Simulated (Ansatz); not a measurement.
## C at 35 GPa (stress–strain coefficients): relaxed-ion elastic tensor

Level of theory: Ansatz, DFT PBE+D3(BJ), scalar-relativistic, plane waves, PAW. Cutoff 420 eV, 18×18×18 k-points (Γ-centred), fixed occupations. No spin polarisation.

The cell, relaxed at 35 GPa:
```
CELL_PARAMETERS angstrom
1.20910 0.69808 2.63239
-1.20910 0.69808 2.63239
0.00000 -1.39615 2.63239
ATOMIC_POSITIONS crystal
C 0.16564 0.16564 0.16564
C 0.83436 0.83436 0.83436
```

Other phases may be more stable at this pressure. The bands were filled as in an insulator; under compression the gap may have closed between mesh points.

Q: Give the relaxed-ion elastic constants (GPa, Voigt order xx yy zz yz xz xy, on the axes of the cell above).

A:
```
1492.6  327.6   21.4   15.3    0.0    0.0
 327.6 1492.6   21.4  -15.3    0.0    0.0
  21.2   21.2  288.0    0.0    0.0    0.0
  15.3  -15.3    0.0   37.2    0.0    0.0
   0.0    0.0    0.0    0.0   37.2   15.3
   0.0    0.0    0.0    0.0   15.3  582.5
```

Q: Is the crystal stable against homogeneous strain?

A: Yes: the least eigenvalue of the tensor is 36.7 GPa.

Q: And the moduli of a polycrystal (Hill averages)?

A: B = 336 GPa, G = 202 GPa, E = 505 GPa, ν = 0.25.

Cost: 1 run of about 1.7 core-minutes, on Intel Xeon 6975P-C (Granite Rapids) (shared hosts).